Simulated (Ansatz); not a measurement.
## Fe4Pt (I4/m) at 2 levels of theory

One geometry, relaxed with PBE; plane waves with PAW potentials in Ansatz, scalar-relativistic. Collinear spin, ending at 11.2 μB a primitive cell. Gaps are the least over mesh and band path; pressure is positive in compression.

```xyz
5
Lattice="-3.3044 3.3044 1.4554 3.3044 -3.3044 1.4554 3.3044 3.3044 -1.4554" Properties=species:S:1:pos:R:3 pbc="T T T"
Fe    2.5983   -1.2433    1.4554
Fe    0.7061    4.5477    0.0000
Fe    1.2433    2.5983    1.4554
Fe    2.0611    0.7061    0.0000
Pt    0.0000    0.0000    1.4554
```

```
level  cutoff (eV)    k mesh  gap (eV)  pressure (GPa)  largest moment (μB)
  PBE          420  14×14×14         0             0.0                 2.71
```

What comes out on the same cell with r2SCAN?

```csv
level,cutoff (eV),k mesh,gap (eV),pressure (GPa),largest moment (μB)
r2SCAN,500,14×14×14,0,-1.5,2.96
```

The state reached may not be the lowest one. Spin-orbit coupling matters for the bands of heavy elements and is left out.

The structure comes from a generated guess; another structure or a mixture of phases may lie lower.
